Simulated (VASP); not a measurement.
SnO2: band structure with r2SCAN

SnO2:

```
Sn O
1.0
     4.77140    0.00000    0.00000
     0.00000    4.77140    0.00000
     0.00000    0.00000    3.21659
Sn O
2 4
Direct
  0.00000 0.00000 0.00000
  0.50000 0.50000 0.50000
  0.30626 0.30626 0.00000
  0.19374 0.80626 0.50000
  0.69374 0.69374 0.00000
  0.80626 0.19374 0.50000
```

| Property | Result |
| --- | --- |
| Program | VASP 6.6.1 |
| Task | band structure |
| Functional | r2SCAN |
| Potentials or basis | VASP PAW PBE potentials, release 64 (Sn_d, O) |
| Cutoff | 520 eV |
| k mesh | 6 × 6 × 8 |
| Occupations | gaussian, width 0.03 eV |
| Spin | no spin polarisation |
| Further INCAR settings | ALGO = Normal; EDIFF = 1e-06; NBANDS = 35 |

```json
{"Pressure": "-1.0 GPa", "Largest force": "0.039 eV/Å", "Band gap on the k mesh": "1.68 eV, direct", "Band gap along the path": "1.68 eV, direct"}
```

Forces on the atoms (eV/Å):
```
Sn   0.000  0.000  0.000
Sn   0.000  0.000  0.000
O   -0.028 -0.028  0.000
O    0.028 -0.028  0.000
O    0.028  0.028  0.000
O   -0.028  0.028  0.000
```

Stress tensor (GPa, compression positive):
```
-0.84  0.00  0.00
 0.00 -0.84  0.00
 0.00  0.00 -1.43
```

Levels at the corners of the path, in eV from the valence-band top:
```
point  band 24  band 25  band 26  band 27  band 28  band 29
    Γ    -0.76    -0.76     0.00     1.68     6.68     6.98
    X    -1.18    -0.62    -0.62     4.89     4.89     7.72
    X    -1.18    -0.62    -0.62     4.89     4.89     7.72
    M    -1.30    -0.90    -0.90     5.31     5.31     8.13
    M    -1.30    -0.90    -0.90     5.31     5.31     8.13
    Γ    -0.76    -0.76     0.00     1.68     6.68     6.98
    Γ    -0.76    -0.76     0.00     1.68     6.68     6.98
    Z    -1.64    -1.25    -1.25     6.75     6.75    10.46
    Z    -1.64    -1.25    -1.25     6.75     6.75    10.46
    R    -1.09    -0.69    -0.69     7.03     7.03     8.78
    R    -1.09    -0.69    -0.69     7.03     7.03     8.78
    A    -0.95    -0.84    -0.84     5.44     5.44     9.59
    A    -0.95    -0.84    -0.84     5.44     5.44     9.59
    Z    -1.64    -1.25    -1.25     6.75     6.75    10.46
    X    -1.18    -0.62    -0.62     4.89     4.89     7.72
    R    -1.09    -0.69    -0.69     7.03     7.03     8.78
    M    -1.30    -0.90    -0.90     5.31     5.31     8.13
    A    -0.95    -0.84    -0.84     5.44     5.44     9.59
```

Wall time 3.5 min on 2 MPI ranks on Intel(R) Xeon(R) 6975P-C (Granite Rapids) (shared host), peak memory 0.28 GiB a rank.

Caveat: the PAW data sets were made with another functional, which shifts forces and pressure a little; spin-orbit coupling is left out, which moves the levels of the heavy elements. r2SCAN opens gaps a little over a GGA but as a rule still falls short of measured ones.
